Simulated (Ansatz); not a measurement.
# How the functional changes AgI (COD cell start)

The compound was started in one structure type and brought to zero pressure at each level (plane-wave PAW code Ansatz, Gaussian smearing of 0.05 eV, scalar-relativistic unless SOC, spin–orbit coupling, is named).

The start was a cell as deposited in COD.

The cell at PBEsol (neighbours within 15 % of each site's shortest distance, so a longer bond may be listed from one end only): It takes space group F-43m (No. 216, cubic). Conventional cell: a = 6.450 Å, b = 6.450 Å, c = 6.450 Å, α = 90.00°, β = 90.00°, γ = 90.00°. Ag (site symmetry -43m) is surrounded by 4 I at 2.79 Å. Around I (site symmetry -43m) lie 4 Ag at 2.79 Å.

| level | cutoff (eV) | k-mesh | final group | a (Å) | V (Å³/atom) | gap (eV) | B0 (GPa) | E_f (eV/atom) |
| --- | --- | --- | --- | --- | --- | --- | --- | --- |
| PBEsol | 420 | 8×8×8 | F-43m | 6.450 | 33.55 | 1.20 | 34 | -0.19 |
| PBE | 420 | 10×10×10 | F-43m | 6.628 | 36.40 | 1.34 | 26 | -0.27 |

Volumes against PBE: PBEsol −7.8 %. PBEsol < PBE is the usual order of volumes: a stronger gradient correction lowers the energy of inhomogeneous, expanded densities and so lengthens the bonds (here 2.8 % in length from PBEsol to PBE, a third of the change in volume). Of these two, the larger cell is the softer: stretching the PBEsol crystal to the PBE volume along its own (Murnaghan) curve would take its modulus to B0 (V0/V)^B0′ = 34 × (33.55/36.40)^5.4 = 22 GPa, against 26 GPa found, so volume alone would soften it more than is found. The formation energy spans 0.08 eV/atom over the functionals (PBE lowest, PBEsol highest); the spread holds the functional's effect on the elements as well as on the compound.

The heavy elements are treated without spin–orbit coupling. All functionals run on datasets generated with PBE. The gaps are differences of one-electron levels. E_f is the formation energy from the elements run alike, at 0 K, without zero-point energy or dispersion between the molecules, chains or layers of the solid elements; it is good to about 0.01 eV/atom as a calculation.

All runs used the PAW datasets of the set soft_2.
